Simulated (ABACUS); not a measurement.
# MgSe (Fm-3m) in ABACUS: single point with LDA

Aim: the single point of MgSe with LDA.

All numbers are computed with ABACUS 3.10.1; they aren't measurements. Logs are shortened: lines on timing, memory, paths and dates and some standing lists are left out, and cuts for length are marked.

## 1. The structure

Symmetry: Fm-3m, No. 225, cubic system. The conventional cell has a = 5.451 Å, b = 5.451 Å, c = 5.451 Å, α = 90.00°, β = 90.00°, γ = 90.00°. Se (site symmetry m-3m) is surrounded by 6 Mg at 2.73 Å. Mg (site symmetry m-3m) has 6 Se at 2.73 Å as nearest neighbours.

## 2. Single point, LDA

The input, run_abacus.py:

```python
"""ABACUS run from a structure file: ASE reads it, the script writes STRU, KPT and INPUT."""
import re
import subprocess
import spglib
from ase import Atoms
from ase.io import read
from ase.units import Bohr

atoms = read("MgSe.cif")
cell, frac, numbers = spglib.standardize_cell((atoms.cell[:], atoms.get_scaled_positions(), atoms.numbers), to_primitive=True, symprec=1e-4)
atoms = Atoms(numbers=numbers, cell=cell, scaled_positions=frac, pbc=True)  # the primitive cell
atoms = atoms[(-atoms.numbers).argsort(kind="stable")]  # ABACUS lists atoms element by element
pseudo = {'Se': 'Se.upf', 'Mg': 'Mg.upf'}
orbital = {}
magmoms = None
kmesh = [6, 6, 6]
params = {
    'suffix': 'MgSe',
    'calculation': 'scf',
    'basis_type': 'pw',
    'pseudo_dir': './',
    'symmetry': 1,
    'dft_functional': 'pz',
    'ecutwfc': 87,
    'pseudo_rcut': 7,
    'nspin': 1,
    'nbands': 23,
    'ks_solver': 'dav',
    'smearing_method': 'fd',
    'smearing_sigma': 0.00367493,
    'scf_thr': 1e-08,
    'scf_nmax': 100,
    'mixing_type': 'broyden',
    'mixing_beta': 0.7,
    'cal_force': 1,
    'cal_stress': 1,
    'out_chg': 1,
    'kpar': 4,
}

symbols = atoms.get_chemical_symbols()
elements = list(dict.fromkeys(symbols))
lines = ["ATOMIC_SPECIES"] + [f"{e} {atoms.get_masses()[symbols.index(e)]:.4f} {pseudo[e]}" for e in elements]
if orbital:
    lines += ["", "NUMERICAL_ORBITAL"] + [orbital[e] for e in elements]
lines += ["", "LATTICE_CONSTANT", f"{1 / Bohr:.10f}", "", "LATTICE_VECTORS"]
lines += [" ".join(f"{x:.10f}" for x in v) for v in atoms.cell]
lines += ["", "ATOMIC_POSITIONS", "Direct"]
for e in elements:
    lines += ["", e, "0.0", str(symbols.count(e))]
    for i, p in enumerate(atoms.get_scaled_positions(wrap=False)):
        if symbols[i] == e:
            mag = "" if magmoms is None else " mag " + " ".join(str(x) for x in (magmoms[i] if isinstance(magmoms[i], list) else [magmoms[i]]))
            lines.append(" ".join(f"{x:.10f}" for x in p) + " 1 1 1" + mag)
open("STRU", "w").write("\n".join(lines) + "\n")
open("KPT", "w").write("K_POINTS\n0\nGamma\n%d %d %d 0 0 0\n" % tuple(kmesh))
open("INPUT", "w").write("INPUT_PARAMETERS\n" + "".join(f"{k:<20s}{v}\n" for k, v in params.items()))

done = subprocess.run(['mpirun', '-np', '4', 'abacus'])
if done.returncode:
    raise SystemExit(done.returncode)
log = open("OUT.MgSe/running_scf.log").read()
print("final energy (eV):", re.findall(r"FINAL_ETOT_IS (\S+)", log))
```

The input, MgSe.cif:

```cif
data_MgSe
_cell_length_a 5.45100000
_cell_length_b 5.45100000
_cell_length_c 5.45100000
_cell_angle_alpha 90.00000000
_cell_angle_beta 90.00000000
_cell_angle_gamma 90.00000000
_space_group_name_H-M_alt 'Fm-3m'
_space_group_name_Hall '-F 4 2 3'
_space_group_IT_number 225
loop_
_space_group_symop_operation_xyz
'x,y,z'
'-x,-y,-z'
'-y,x,z'
'y,-x,-z'
'-x,-y,z'
'x,y,-z'
'y,-x,z'
'-y,x,-z'
'x,-y,-z'
'-x,y,z'
'-y,-x,-z'
'y,x,z'
'-x,y,-z'
'x,-y,z'
'y,x,-z'
'-y,-x,z'
'z,x,y'
'-z,-x,-y'
'z,-y,x'
'-z,y,-x'
'z,-x,-y'
'-z,x,y'
'z,y,-x'
'-z,-y,x'
'-z,x,-y'
'z,-x,y'
'-z,-y,-x'
'z,y,x'
'-z,-x,y'
'z,x,-y'
'-z,y,x'
'z,-y,-x'
'y,z,x'
'-y,-z,-x'
'x,z,-y'
'-x,-z,y'
'-y,z,-x'
'y,-z,x'
'-x,z,y'
'x,-z,-y'
'-y,-z,x'
'y,z,-x'
'-x,-z,-y'
'x,z,y'
'y,-z,-x'
'-y,z,x'
'x,-z,y'
'-x,z,-y'
'x,y+1/2,z+1/2'
'-x,-y+1/2,-z+1/2'
'-y,x+1/2,z+1/2'
[... 62 lines left out ...]
'-z+1/2,-x,-y+1/2'
'z+1/2,-y,x+1/2'
'-z+1/2,y,-x+1/2'
'z+1/2,-x,-y+1/2'
'-z+1/2,x,y+1/2'
'z+1/2,y,-x+1/2'
'-z+1/2,-y,x+1/2'
'-z+1/2,x,-y+1/2'
'z+1/2,-x,y+1/2'
'-z+1/2,-y,-x+1/2'
'z+1/2,y,x+1/2'
'-z+1/2,-x,y+1/2'
'z+1/2,x,-y+1/2'
'-z+1/2,y,x+1/2'
'z+1/2,-y,-x+1/2'
'y+1/2,z,x+1/2'
'-y+1/2,-z,-x+1/2'
'x+1/2,z,-y+1/2'
'-x+1/2,-z,y+1/2'
'-y+1/2,z,-x+1/2'
'y+1/2,-z,x+1/2'
'-x+1/2,z,y+1/2'
'x+1/2,-z,-y+1/2'
'-y+1/2,-z,x+1/2'
'y+1/2,z,-x+1/2'
'-x+1/2,-z,-y+1/2'
'x+1/2,z,y+1/2'
'y+1/2,-z,-x+1/2'
'-y+1/2,z,x+1/2'
'x+1/2,-z,y+1/2'
'-x+1/2,z,-y+1/2'
'x+1/2,y+1/2,z'
'-x+1/2,-y+1/2,-z'
'-y+1/2,x+1/2,z'
'y+1/2,-x+1/2,-z'
'-x+1/2,-y+1/2,z'
'x+1/2,y+1/2,-z'
'y+1/2,-x+1/2,z'
'-y+1/2,x+1/2,-z'
'x+1/2,-y+1/2,-z'
'-x+1/2,y+1/2,z'
'-y+1/2,-x+1/2,-z'
'y+1/2,x+1/2,z'
'-x+1/2,y+1/2,-z'
'x+1/2,-y+1/2,z'
'y+1/2,x+1/2,-z'
'-y+1/2,-x+1/2,z'
'z+1/2,x+1/2,y'
'-z+1/2,-x+1/2,-y'
'z+1/2,-y+1/2,x'
'-z+1/2,y+1/2,-x'
'z+1/2,-x+1/2,-y'
'-z+1/2,x+1/2,y'
'z+1/2,y+1/2,-x'
'-z+1/2,-y+1/2,x'
'-z+1/2,x+1/2,-y'
'z+1/2,-x+1/2,y'
'-z+1/2,-y+1/2,-x'
'z+1/2,y+1/2,x'
'-z+1/2,-x+1/2,y'
'z+1/2,x+1/2,-y'
'-z+1/2,y+1/2,x'
'z+1/2,-y+1/2,-x'
'y+1/2,z+1/2,x'
'-y+1/2,-z+1/2,-x'
'x+1/2,z+1/2,-y'
'-x+1/2,-z+1/2,y'
'-y+1/2,z+1/2,-x'
'y+1/2,-z+1/2,x'
'-x+1/2,z+1/2,y'
'x+1/2,-z+1/2,-y'
'-y+1/2,-z+1/2,x'
'y+1/2,z+1/2,-x'
'-x+1/2,-z+1/2,-y'
'x+1/2,z+1/2,y'
'y+1/2,-z+1/2,-x'
'-y+1/2,z+1/2,x'
'x+1/2,-z+1/2,y'
'-x+1/2,z+1/2,-y'
loop_
_atom_site_label
_atom_site_type_symbol
_atom_site_symmetry_multiplicity
_atom_site_Wyckoff_symbol
_atom_site_fract_x
_atom_site_fract_y
_atom_site_fract_z
_atom_site_occupancy
Se1 Se 4 b 0.5000000000 0.0000000000 0.0000000000 1
Mg1 Mg 4 a 0.0000000000 0.0000000000 0.0000000000 1
```

Potentials or basis: PseudoDojo NC SR 0.4.1 LDA standard, plane waves.

Command:

```sh
$ OMP_NUM_THREADS=1 python run_abacus.py > log
```

running log:

```text
ABACUS v3.10.1

               Atomic-orbital Based Ab-initio Computation at UStc

 ------------------------------------------------------------------------------------

 READING GENERAL INFORMATION
                           global_out_dir = OUT.MgSe/
                           global_in_card = INPUT
                               pseudo_dir = ./
                              orbital_dir =
                                    DSIZE = 4
                                    GSIZE = 1

 READING UNITCELL INFORMATION
                                    ntype = 2
                  lattice constant (Bohr) = 1.88973
              lattice constant (Angstrom) = 1

 READING ATOM TYPE 1
                               atom label = Se
                      L=0, number of zeta = 1
                      L=1, number of zeta = 1
                      L=2, number of zeta = 1
             number of atom for this type = 1

 READING ATOM TYPE 2
                               atom label = Mg
                      L=0, number of zeta = 1
                      L=1, number of zeta = 1
                      L=2, number of zeta = 1
             number of atom for this type = 1

                        TOTAL ATOM NUMBER = 2
DIRECT COORDINATES
    atom                   x                   y                   z     mag                  vx                  vy                  vz
taud_Se1            0.5000000000        0.5000000000        0.5000000000  0.0000        0.0000000000        0.0000000000        0.0000000000
taud_Mg1            0.0000000000        0.0000000000        0.0000000000  0.0000        0.0000000000        0.0000000000        0.0000000000

                          Volume (Bohr^3) = 273.253
                             Volume (A^3) = 40.4919

 Lattice vectors: (Cartesian coordinate: in unit of a_0)
                   +0             +2.7255             +2.7255
              +2.7255                  +0             +2.7255
              +2.7255             +2.7255                  +0
 Reciprocal vectors: (Cartesian coordinate: in unit of 2 pi/a_0)
            -0.183453           +0.183453           +0.183453
            +0.183453           -0.183453           +0.183453
            +0.183453           +0.183453           -0.183453
 The esolver type has been set to : ksdft_pw

                PAO radial cut off (Bohr) = 7

 Read in pseudopotential file is Se.upf
                     pseudopotential type = NC
          exchange-correlation functional = SLAPWNOGXNOGC
                 nonlocal core correction = 1
                        valence electrons = 16
                                     lmax = 2
                           number of zeta = 3
                     number of projectors = 6
                           L of projector = 0
                           L of projector = 0
                           L of projector = 1
                           L of projector = 1
                           L of projector = 2
                           L of projector = 2
 XC functional updated to : pz
          exchange-correlation functional = PZ
                PAO radial cut off (Bohr) = 7

 Read in pseudopotential file is Mg.upf
                     pseudopotential type = NC
          exchange-correlation functional = SLAPWNOGXNOGC
[... 138 lines left out ...]
                         number of sticks = 361

 PARALLEL PW FOR WAVE FUNCTIONS
     PROC   COLUMNS(POT)             PW
        1            361           4477
 --------------- sum -------------------
        1            361           4477

 SETUP NONLOCAL PSEUDOPOTENTIALS IN PLANE WAVE BASIS
 Se non-local projectors:
 projector 1 L=0
 projector 2 L=0
 projector 3 L=1
 projector 4 L=1
 projector 5 L=2
 projector 6 L=2
 Mg non-local projectors:
 projector 1 L=0
 projector 2 L=0
 projector 3 L=1
 projector 4 L=1
      TOTAL NUMBER OF NONLOCAL PROJECTORS = 26

 Init Non-Local PseudoPotential table :
 Init Non-Local-Pseudopotential done.

                                     npwx = 3753

 Make real space PAO into reciprocal space.
       max mesh points in Pseudopotential = 701
     dq(describe PAO in reciprocal space) = 0.01
                                    max q = 1124

 number of pseudo atomic orbitals for Se is 3
WARNING: norm of atomic wavefunction # 2 of atomic type Se is 0.999995, renormalized
WARNING: norm of atomic wavefunction # 3 of atomic type Se is 0.999481, renormalized

 number of pseudo atomic orbitals for Mg is 3
WARNING: norm of atomic wavefunction # 3 of atomic type Mg is 0.994588, renormalized

 -------------------------------------------
 SELF-CONSISTENT
 -------------------------------------------
                                 init_chg = atomic

 PW ALGORITHM --------------- ION=   1  ELEC=   1--------------------------------

 Notice: Threshold on eigenvalues was too large.
 hsover_error=0.26 > DRHO=0.0696608
 Origin diag ethr = 0.01
 New diag ethr = 0.000267926

 Density error is 0.0701602606754
                          Error Threshold = 0.00026792608738
----------------------------------------------------------
     Energy           Rydberg                 eV
----------------------------------------------------------
 E_KohnSham     -361.0765249647      -4912.6981535592
 E_Harris       -360.1999205139      -4900.7713381365
 E_Fermi        0.6014672156         8.1833812924
----------------------------------------------------------
[... 63 lines left out ...]
 Density error is 3.69162689279e-10
                          Error Threshold = 4.25498283161e-11
----------------------------------------------------------
     Energy           Rydberg                 eV
----------------------------------------------------------
 E_KohnSham     -361.0897192586      -4912.8776711379
 E_KS(sigma->0) -361.0897192585      -4912.8776711361
 E_Harris       -361.0895867420      -4912.8758681566
 E_band         -51.4411300223       -699.8924798621
 E_one_elec     -213.9765247516      -2911.2999748594
 E_Hartree      108.3852522241       1474.6570094153
 E_xc           -63.1923397921       -859.7758911242
 E_Ewald        -192.3061069389      -2616.4588145659
 E_entropy(-TS) -0.0000000003        -0.0000000037
 E_descf        0.0000000000         0.0000000000
 E_exx          0.0000000000         0.0000000000
 E_Fermi        0.6358812948         8.6516088612
----------------------------------------------------------

 charge density convergence is achieved
 final etot is -4912.8776711 eV
 EFERMI = 8.6516088612 eV

 STATE ENERGY(eV) AND OCCUPATIONS    NSPIN == 1
 1/4 kpoint (Cartesian) = 0.0000 0.0000 0.0000 (3719 pws)
       1       -66.8292     0.00925926
       2       -38.5934     0.00925926
       3       -38.5934     0.00925926
       4       -38.5850     0.00925926
       5       -38.5850     0.00925926
       6       -38.5850     0.00925926
[... 90 lines left out ...]
      22        22.1751        0.00000
      23        23.6824        0.00000

------------------------------------------------------------------------------------------
 TOTAL-FORCE (eV/Angstrom)
------------------------------------------------------------------------------------------
                       Se1         0.0000000000         0.0000000000         0.0000000000
                       Mg1         0.0000000000         0.0000000000         0.0000000000
------------------------------------------------------------------------------------------

----------------------------------------------------------------
 TOTAL-STRESS (KBAR)
----------------------------------------------------------------
       -19.9337073774        -0.0000000000        -0.0000000000
        -0.0000000000       -19.9337073774         0.0000000000
        -0.0000000000         0.0000000000       -19.9337073774
----------------------------------------------------------------
 TOTAL-PRESSURE: -19.933707 KBAR

 --------------------------------------------
 !FINAL_ETOT_IS -4912.8776711379478002 eV
 --------------------------------------------
```

Wall time 6.4 s (4 MPI ranks of Intel Xeon Platinum 8488C (Sapphire Rapids), shared host); peak memory 0.4 GiB.

What came out:

```
Free energy            : -4912.8777 eV
Pressure               : -2.0 GPa
Band gap on the k mesh : 1.65 eV, indirect (least direct gap 2.37 eV)
```

Levels at points of the mesh, in eV from the valence-band top:
```tsv
k point	band 10	band 11	band 12	band 13	band 14	band 15	band 16	band 17
(0.00, 0.00, 0.00)	-12.99	0.00	0.00	0.00	2.37	7.41	7.41	7.41
(0.50, 0.50, 0.50)	-11.88	-4.98	-0.57	-0.57	3.70	6.02	6.02	8.44
(0.50, 0.50, 0.00)	-11.56	-4.28	-1.79	-1.79	1.65	3.92	11.57	11.99
```

A k mesh can miss the band edges.
